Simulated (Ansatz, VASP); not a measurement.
# Al3Cu2 in VASP and in Ansatz

```
CELL_PARAMETERS angstrom
4.17221 0.00000 0.00000
-2.08610 3.61324 0.00000
0.00000 0.00000 5.09070
ATOMIC_POSITIONS crystal
Cu 0.66667 0.33333 0.16049
Cu 0.33333 0.66667 0.83951
Al 0.66667 0.33333 0.65007
Al 0.33333 0.66667 0.34993
Al 0.00000 0.00000 0.00000
```

Change from the starting cell: volume scaled by 1.06.

Alike in both runs: task single point; functional PBEsol; k mesh 8 × 8 × 6; occupations fermi-dirac, width 0.05 eV; no spin polarisation.

|  | VASP | Ansatz |
| --- | --- | --- |
| version | VASP 6.6.1 | Ansatz 0.2.0 |
| potentials or method | VASP PAW PBE potentials, release 64 (Cu, Al) | Ansatz PAW |
| plane-wave cutoff (eV) | 520 | 420 |
| valence electrons in the cell | 31 | 47 |

Ansatz gave:

```
gap on the k mesh at the Fermi level (eV)       : none
pressure (GPa)                                  : -5.6
largest component of the traceless stress (GPa) : 0.42
rms of the force components (eV/Å)              : 0.014
```

What did VASP give for the same quantities?

gap on the k mesh at the Fermi level (eV): none; pressure (GPa): -5.3; largest component of the traceless stress (GPa): 0.43; rms of the force components (eV/Å): 0.015.

Atom by atom the forces differ by 0.002 eV/Å (rms over components). A gap of «none» marks a metal or a gap that the smearing closes. With one functional, cell and mesh, what is left measures potentials, basis and numerics. The two sets of potentials don't hold the same shells in valence.

Caveats: the PAW data sets were made with another functional, which shifts forces and pressure a little (VASP); the PAW data sets come from PBE, with cores solved anew for the run's functional, which leaves a small shift of forces and pressure (Ansatz).
